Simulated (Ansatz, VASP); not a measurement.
GaSb: VASP beside Ansatz

```xyz
2
Lattice="0.0000 3.0662 3.0662 3.0662 0.0000 3.0662 3.0662 3.0662 0.0000" Properties=species:S:1:pos:R:3 pbc="T T T"
Ga    0.0000    0.0000    0.0000
Sb    1.5331    1.5331    1.5331
```

Alike in both runs: functional PBE; dispersion D3(BJ); k mesh 6 × 6 × 6; occupations fermi-dirac, width 0.01 eV; no spin polarisation.

Ansatz relaxed the structure, and its values are those at the end. VASP's run is a single point on that final structure, the one shown.

|  | VASP | Ansatz |
| --- | --- | --- |
| version | VASP 6.6.1 | Ansatz 0.2.0 |
| potentials or method | VASP PAW PBE potentials, release 64 (Ga_d, Sb) | plane waves, PAW |
| plane-wave cutoff (eV) | 520 | 420 |
| valence electrons in the cell | 18 | 28 |

|  | VASP | Ansatz | Ansatz less VASP |
| --- | --- | --- | --- |
| pressure (GPa) | 0.1 | 0.0 | -0.08 |
| dispersion energy (meV/atom) | -329.9 | -330.0 | -0.10 |

The two sets of potentials don't hold the same shells in valence.

Caveats: pairwise dispersion overbinds metals, which lowers pressure and volume. The runs have no spin-orbit coupling, so splittings on Sb are missing.
